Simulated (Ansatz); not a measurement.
Sn:

```
Sn
1.0
    -1.89465    1.89465    1.89465
     1.89465   -1.89465    1.89465
     1.89465    1.89465   -1.89465
Sn
1
Direct
  0.00000 0.00000 0.00000
```

This isn't the form of Sn at room conditions, which is tetragonal (white tin).

| Quantity | Value |
| --- | --- |
| Program | Ansatz 0.2.0 |
| Task | relaxation of cell and atoms |
| Functional | PBEsol |
| Potentials or basis | Ansatz PAW |
| Cutoff | 420 eV (not typed: the program's choice for these potentials) |
| k mesh | 10 × 10 × 10 |
| Occupations | fermi-dirac, width 0.05 eV |
| Spin | no spin polarisation |

At the start: volume 27.20 Å³/atom.

Task: How do energy, volume and symmetry change on relaxing?

Result: It ends after 4 steps and the volume is 25.98 Å³/atom (-4.5 %); space group Im-3m (No. 229, to 0.05 Å).

The path:
```
step  energy change (eV)  largest force (eV/Å)  volume (Å³)
   1              0.0000                0.0000        27.20
   2             -0.0090                0.0000        25.94
   3             -0.0090                0.0000        25.98
   4             -0.0088                0.0000        25.98
```

Final structure:
```cif
data_structure
_symmetry_space_group_name_H-M 'P 1'
_symmetry_Int_Tables_number 1
_cell_length_a 3.2316
_cell_length_b 3.2316
_cell_length_c 3.2316
_cell_angle_alpha 109.471
_cell_angle_beta 109.471
_cell_angle_gamma 109.471
_cell_volume 25.98
loop_
_atom_site_label
_atom_site_type_symbol
_atom_site_fract_x
_atom_site_fract_y
_atom_site_fract_z
_atom_site_occupancy
Sn1 Sn 0.00000 0.00000 0.00000 1
```

Caveat: the plane-wave basis is chosen anew once the cell has moved, so the energies of steps on either side of that aren't comparable; the PAW data sets come from PBE, with cores solved anew for the run's functional, which leaves a small shift of forces and pressure.
